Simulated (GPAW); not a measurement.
# TePb (Fm-3m) in GPAW: notebook, part 2 of 2

GPAW 26.7.0. Earlier steps stand in the parts before.

## Step 3: Band structure, RPBE

Contents of run.py:

```python
from ase import Atoms
from ase.dft.bandgap import bandgap
from ase.io import write
from ase.units import GPa
from gpaw import GPAW, PW

atoms = Atoms(['Pb', 'Te'],
              cell=[[0.0, 3.231, 3.231],
                    [3.231, 0.0, 3.231],
                    [3.231, 3.231, 0.0]],
              scaled_positions=[[0.0, 0.0, 0.0],
                                [0.5, 0.5, 0.5]],
              pbc=True)

calc = GPAW(mode=PW(600),
            xc='RPBE',
            kpts={'size': (7, 7, 7), 'gamma': True},
            occupations={'name': 'fermi-dirac', 'width': 0.05},
            nbands=19,
            convergence={'density': 1e-05, 'energy': 1e-05},
            maxiter=150,
            txt='gpaw.txt')
atoms.calc = calc
energy = atoms.get_potential_energy()
forces = atoms.get_forces()
stress = atoms.get_stress()
calc.write('gs.gpw')
write('result.traj', atoms)
print(f'Energy: {energy:.6f} eV')
print('Forces (eV/A):')
print(forces.round(4))
print('Stress (GPa):', (stress / GPa).round(3))
print('Fermi level:', round(calc.get_fermi_level(), 4), 'eV')
print(f'Gap: {bandgap(calc)[0]:.4f} eV, direct: {bandgap(calc, direct=True)[0]:.4f} eV')

path = atoms.cell.bandpath('GXWKGLUWLK,UX', npoints=100, eps=1e-4)
bs_calc = calc.fixed_density(kpts=path, symmetry='off', nbands=32,
                             convergence={'bands': 'CBM+6.0', 'eigenstates': 1e-6}, txt='bands.txt')
bs = bs_calc.band_structure()
bs.write('bs.json')
print(f'Gap on the path: {bandgap(bs_calc)[0]:.4f} eV')
```

Potentials or basis: the program's PAW data sets (release 1.2.1) made for this functional, pw.

Launch:

```console
$ OMP_NUM_THREADS=1 python run.py
```

gpaw.txt:

```text
__  _  _
 | _ |_)|_||  |
 |__||  | ||/\| - 26.7.0

Input parameters:
  mode=PW(ecut=600.0),
  convergence={'density': 1e-05, 'energy': 1e-05},
  kpts=MonkhorstPack(size=(7, 7, 7), gamma=True),
  maxiter=150,
  nbands=19,
  occupations=Occupations(name='fermi-dirac', width=0.05),
  xc=XC(name='RPBE')

Diagonalizing LCAO Hamiltonian
Converting LCAO to pw mode

                 Te

       Pb

Atoms  # Å, Bohr magnetons
|   | symbol |        x |        y |        z |    initial magnetic moments |
|---|--------|----------|----------|----------|-----------------------------|
| 0 |     Pb | 0.000000 | 0.000000 | 0.000000 | ( 0.0000,  0.0000,  0.0000) |
| 1 |     Te | 3.231000 | 3.231000 | 3.231000 | ( 0.0000,  0.0000,  0.0000) |

Unit cell  # Å
| periodic |        x |        y |        z |  lengths |    angles |
|----------|----------|----------|----------|----------|-----------|
|      yes | 0.000000 | 3.231000 | 3.231000 | 4.569324 | 60.000000 |
|      yes | 3.231000 | 0.000000 | 3.231000 | 4.569324 | 60.000000 |
|      yes | 3.231000 | 3.231000 | 0.000000 | 4.569324 | 60.000000 |

Number of symmetries: 48
Symmetry operations  # r_c * U_cc + t_c -> r_c
|    | kind |            matrix            |
|----|------|------------------------------|
|  0 |  σ   |  1, 0, 0,  1, 0,-1,  1,-1, 0 |
|  1 |  C2  |  1, 0, 0,  1,-1, 0,  1, 0,-1 |
|  2 |  E   |  1, 0, 0,  0, 1, 0,  0, 0, 1 |
|  3 |  σ   |  1, 0, 0,  0, 0, 1,  0, 1, 0 |
|  4 |  C4  |  1, 0,-1,  1, 0, 0,  1,-1, 0 |
|  5 |  S6  |  1, 0,-1,  1,-1, 0,  1, 0, 0 |
|  6 |  σ   |  1, 0,-1,  0, 1,-1,  0, 0,-1 |
|  7 |  C3  |  1, 0,-1,  0, 0,-1,  0, 1,-1 |
|  8 |  S6  |  1,-1, 0,  1, 0, 0,  1, 0,-1 |
|  9 |  C4  |  1,-1, 0,  1, 0,-1,  1, 0, 0 |
| 10 |  C3  |  1,-1, 0,  0,-1, 1,  0,-1, 0 |
| 11 |  σ   |  1,-1, 0,  0,-1, 0,  0,-1, 1 |
| 12 |  σ   |  0, 1, 0,  1, 0, 0,  0, 0, 1 |
| 13 |  C4  |  0, 1, 0,  0, 1,-1, -1, 1, 0 |
| 14 |  C3  |  0, 1, 0,  0, 0, 1,  1, 0, 0 |
| 15 |  S6  |  0, 1, 0, -1, 1, 0,  0, 1,-1 |
| 16 |  C2  |  0, 1,-1,  1, 0,-1,  0, 0,-1 |
| 17 |  σ   |  0, 1,-1,  0, 1, 0, -1, 1, 0 |
| 18 |  S4  |  0, 1,-1,  0, 0,-1,  1, 0,-1 |
| 19 |  C4  |  0, 1,-1, -1, 1, 0,  0, 1, 0 |
| 20 |  C3  |  0, 0, 1,  1, 0, 0,  0, 1, 0 |
| 21 |  σ   |  0, 0, 1,  0, 1, 0,  1, 0, 0 |
| 22 |  S6  |  0, 0, 1,  0,-1, 1, -1, 0, 1 |
| 23 |  C4  |  0, 0, 1, -1, 0, 1,  0,-1, 1 |
| 24 |  S4  |  0, 0,-1,  1, 0,-1,  0, 1,-1 |
| 25 |  C3  |  0, 0,-1,  0, 1,-1,  1, 0,-1 |
| 26 |  C2  |  0, 0,-1,  0,-1, 0, -1, 0, 0 |
| 27 |  S6  |  0, 0,-1, -1, 0, 0,  0,-1, 0 |
| 28 |  S4  |  0,-1, 1,  1,-1, 0,  0,-1, 0 |
| 29 |  C4  |  0,-1, 1,  0, 0, 1, -1, 0, 1 |
| 30 |  C2  |  0,-1, 1,  0,-1, 0,  1,-1, 0 |
| 31 |  σ   |  0,-1, 1, -1, 0, 1,  0, 0, 1 |
| 32 |  C3  |  0,-1, 0,  1,-1, 0,  0,-1, 1 |
| 33 |  S6  |  0,-1, 0,  0, 0,-1, -1, 0, 0 |
| 34 |  S4  |  0,-1, 0,  0,-1, 1,  1,-1, 0 |
| 35 |  C2  |  0,-1, 0, -1, 0, 0,  0, 0,-1 |
| 36 |  C2  | -1, 1, 0,  0, 1, 0,  0, 1,-1 |
| 37 |  S6  | -1, 1, 0,  0, 1,-1,  0, 1, 0 |
| 38 |  S4  | -1, 1, 0, -1, 0, 1, -1, 0, 0 |
| 39 |  C3  | -1, 1, 0, -1, 0, 0, -1, 0, 1 |
| 40 |  S6  | -1, 0, 1,  0, 0, 1,  0,-1, 1 |
| 41 |  C2  | -1, 0, 1,  0,-1, 1,  0, 0, 1 |
| 42 |  C3  | -1, 0, 1, -1, 1, 0, -1, 0, 0 |
| 43 |  S4  | -1, 0, 1, -1, 0, 0, -1, 1, 0 |
| 44 |  C2  | -1, 0, 0,  0, 0,-1,  0,-1, 0 |
| 45 |  i   | -1, 0, 0,  0,-1, 0,  0, 0,-1 |
| 46 |  σ   | -1, 0, 0, -1, 1, 0, -1, 0, 1 |
| 47 |  C2  | -1, 0, 0, -1, 0, 1, -1, 1, 0 |

BZ-sampling:
  Number of BZ points: 343
  Number of IBZ points: 20

  Monkhorst-Pack size: [7, 7, 7]
  Monkhorst-Pack shift: [0, 0, 0]

K-points  # in reciprocal-cell coordinates
|     |                                coordinates |     weight |
|-----|--------------------------------------------|------------|
|   0 | (  0.00000000,   0.00000000,   0.00000000) | 0.00291545 |
|   1 | (  0.14285714,   0.14285714,   0.00000000) | 0.01749271 |
|   2 | (  0.14285714,   0.14285714,   0.14285714) | 0.02332362 |
|   3 | (  0.28571429,   0.14285714,   0.14285714) | 0.03498542 |
|   4 | (  0.28571429,   0.28571429,   0.00000000) | 0.01749271 |
|   5 | (  0.28571429,   0.28571429,   0.14285714) | 0.06997085 |
|   6 | (  0.28571429,   0.28571429,   0.28571429) | 0.02332362 |
|   7 | (  0.42857143,  -0.28571429,  -0.28571429) | 0.03498542 |
|   8 | (  0.42857143,   0.28571429,  -0.42857143) | 0.13994169 |
|   9 | (  0.42857143,   0.28571429,  -0.28571429) | 0.06997085 |
| ... |                                            |            |
|  19 | (  0.42857143,   0.42857143,   0.42857143) | 0.02332362 |

Plane wave coefficients: 2259
Cutoff: 600.0 eV

Spin-components: 1 (collinear spins)
Bands:           19
Projectors:      11
Spin-degeneracy: 2
Datatype:        complex128

Parallelization:
  kpt:    1
  domain: 1
  band:   1

Density:
  Valence electrons: 20.0
  Components: 1
  Grid points: [27 27 27]
  Charge: 0.0  # |e|

Potential:
  Grid points: [27 27 27]

species:
  Pb:
    name:    Lead
    Z:       82.0
    valence: 14
    core:    68
    charge:  0.0  # [|e|]
    compensation charges:
      type: gauss
      rc: 0.38  # [Å]
      lmax: 2
    cutoffs:
      filter: 2.36  # [Å]
      core: 2.43  # [Å]
    projectors
    | kind |    occ | energy [eV] | rcut [Å] |
    |------|--------|-------------|----------|
    |   6s |  2.000 |     -11.900 |    1.259 |
    |   6p |  2.000 |      -3.434 |    1.275 |
    |   5d | 10.000 |     -21.207 |    1.217 |
    |    s |        |      15.312 |    1.259 |
    |    p |        |      23.777 |    1.275 |
    |    d |        |       6.004 |    1.217 |

    Using partial waves for Pb as LCAO basis

  Te:
    name:    Tellurium
    Z:       52.0
    valence: 6
    core:    46
    charge:  0.0  # [|e|]
    compensation charges:
      type: gauss
      rc: 0.36  # [Å]
      lmax: 2
    cutoffs:
      filter: 2.09  # [Å]
      core: 3.17  # [Å]
    projectors
    | kind |    occ | energy [eV] | rcut [Å] |
    |------|--------|-------------|----------|
    |   5s |  2.000 |     -15.026 |    1.180 |
    |   5p |  4.000 |      -5.917 |    1.196 |
    |    s |        |      12.185 |    1.180 |
    |    p |        |      21.294 |    1.196 |
    |    d |        |       0.000 |    1.238 |

    Using partial waves for Te as LCAO basis

Reference energy: -752089.920900  # eV

eigensolver:
  PPCG
  Converge bands: occupied
  niter=2

density mixing:
  MSR1-Mixer
  Pratt-step length: 0.05
  Maximum mixing coefficient: 0.75
  Old densities: 10
  SVD Regularization: 0.005
  Good broyden scale: 1.0
  Trust region scale: 1.0
  Backstep threshold: 4.0
  History deletion threshold: 6.0
  Fourier metric: weight=20.0, sigma=0.015

occupation numbers:
  Fermi-Dirac:
    width: 0.0500  # eV

poisson solver:
  ecut: 4800.0  # eV

xc functional:
  name: RPBE with 2 nearest neighbor stencil

convergence criteria:
- Maximum integral of absolute [dens]ity change: 1e-05 electrons / valence electron
- Maximum [total energy] change in last 3 cyles: 1e-05 eV / valence electron
- Maximum integral of absolute [eigenst]ate change: 4e-08 eV^2 / valence electron
maximum number of iterations: 150

SCF iterations
|iter     | |      energy | eigst |  dens |
|---------|-|-------------|-------|-------|
|iter:   1| |   -7.176971 | -0.14 |       |
|iter:   2| |   -7.154747 | -1.97 | -1.34 |
|iter:   3| |   -7.069310 | -2.04 | -1.38 |
|iter:   4| |   -7.072675 | -3.68 | -1.98 |
|iter:   5| |   -7.073626 | -4.14 | -2.39 |
|iter:   6| |   -7.073651 | -5.55 | -3.25 |
|iter:   7| |   -7.073653c| -6.57 | -3.84 |
|iter:   8| |   -7.073653c| -7.53c| -4.54 |
|iter:   9| |   -7.073653c| -7.78c| -5.31c|

Converged in 9 steps
Energy contributions relative to reference atoms: (reference = -752089.920900)

Energy contributions:
  Kinetic:          22.348137
  Coulomb:         -22.375837
  Zero:              0.135217
  External:          0.000000
  Xc:               -7.181169
  Entropy:          -0.000002
  Spinorbit:         0.000000
  ----------------------------
  Free energy:      -7.073654
  Extrapolated:     -7.073653

dipole moment: (-27.277517, -27.277517, -27.277517)  # |e|*Ang

Fermi level: 6.234
Eigenvalues  # (at kpt = [0.000, 0.000, 0.000])
| band index |      eig [eV] | occ [0-2] |
|------------|---------------|-----------|
|          0 |       -10.996 |     2.000 |
|        ... |               |           |
|          2 |       -10.986 |     2.000 |
|          3 |       -10.986 |     2.000 |
|          4 |       -10.986 |     2.000 |
|          5 |        -6.191 |     2.000 |
|          6 |         0.299 |     2.000 |
|          7 |         4.411 |     2.000 |
[... 9 lines left out ...]
|         17 |        13.532 |     0.000 |
|         18 |        13.820 |     0.000 |

Gap: 1.030 eV
Transition (v -> c):
  (s=0, k=19, n=9, [0.43, 0.43, 0.43]) -> (s=0, k=19, n=10, [0.43, 0.43, 0.43])
No difference between direct/indirect transitions

Forces  # eV/Ang
|       x |       y |        z |
|---------|---------|----------|
| 0.00000 | 0.00000 |  0.00000 |  # Pb   0
| 0.00000 | 0.00000 | -0.00000 |  # Te   1

Stress tensor  # eV/Ang^3
|         x |         y |         z |
|-----------|-----------|-----------|
| -0.020957 |  0.000000 | -0.000000 |
|  0.000000 | -0.020957 |  0.000000 |
| -0.000000 |  0.000000 | -0.020957 |

# Writing to gs.gpw (mode='')
```

Run time: 93 s. Hardware: 1 thread of Arm Neoverse V2, shared host; peak memory 0.35 GiB.

Results:

```
Free energy             : -7.0737 eV
Pressure                : 3.4 GPa
Band gap along the path : 0.75 eV, direct
```

Levels at the corners of the path, in eV from the Fermi level:
| point | band 6 | band 7 | band 8 | band 9 | band 10 | band 11 | band 12 | band 13 | band 14 | band 15 |
| --- | --- | --- | --- | --- | --- | --- | --- | --- | --- | --- |
| Γ | -12.42 | -5.94 | -1.82 | -1.82 | -1.82 | 3.64 | 3.64 | 3.64 | 5.39 | 5.39 |
| X | -10.75 | -7.64 | -4.94 | -3.26 | -3.26 | 2.91 | 5.03 | 5.03 | 6.29 | 9.76 |
| W | -10.60 | -8.34 | -4.24 | -4.24 | -0.82 | 1.24 | 4.82 | 4.82 | 6.43 | 6.43 |
| K | -10.66 | -8.32 | -4.56 | -2.76 | -2.52 | 3.16 | 3.33 | 4.73 | 5.52 | 8.49 |
| Γ | -12.42 | -5.94 | -1.82 | -1.82 | -1.82 | 3.64 | 3.64 | 3.64 | 5.39 | 5.39 |
| L | -11.01 | -8.95 | -1.36 | -1.36 | -0.41 | 0.34 | 0.83 | 0.83 | 8.04 | 8.89 |
| U | -10.66 | -8.32 | -4.56 | -2.76 | -2.52 | 3.16 | 3.33 | 4.73 | 5.52 | 8.49 |
| W | -10.60 | -8.34 | -4.24 | -4.24 | -0.82 | 1.24 | 4.82 | 4.82 | 6.43 | 6.43 |
| L | -11.01 | -8.95 | -1.36 | -1.36 | -0.41 | 0.34 | 0.83 | 0.83 | 8.04 | 8.89 |
| K | -10.66 | -8.32 | -4.56 | -2.76 | -2.52 | 3.16 | 3.33 | 4.73 | 5.52 | 8.49 |
| U | -10.66 | -8.32 | -4.56 | -2.76 | -2.52 | 3.16 | 3.33 | 4.73 | 5.52 | 8.49 |
| X | -10.75 | -7.64 | -4.94 | -3.26 | -3.26 | 2.91 | 5.03 | 5.03 | 6.29 | 9.76 |

Caveat: this odd mesh misses L, where the gap lies, so gap, dielectric constants and Born charges aren't listed; spin-orbit coupling is left out, which moves the levels of the heavy elements.

## Step 4: Against experiment

Step 2. Against the measured direct gap of TePb, 0.19 eV (direct; 4.2 K; a printed reference work, monograph), the calculated 0.32 eV is off by +0.13 eV. The value is that of PBEsol, without temperature or zero-point motion.

Step 3. Against the measured gap of TePb, 0.19 eV (direct; 4.2 K; a printed reference work, monograph), the calculated 0.75 eV is off by +0.56 eV. Spin-orbit coupling on Pb, Te is left out. The value is that of RPBE, without temperature or zero-point motion.
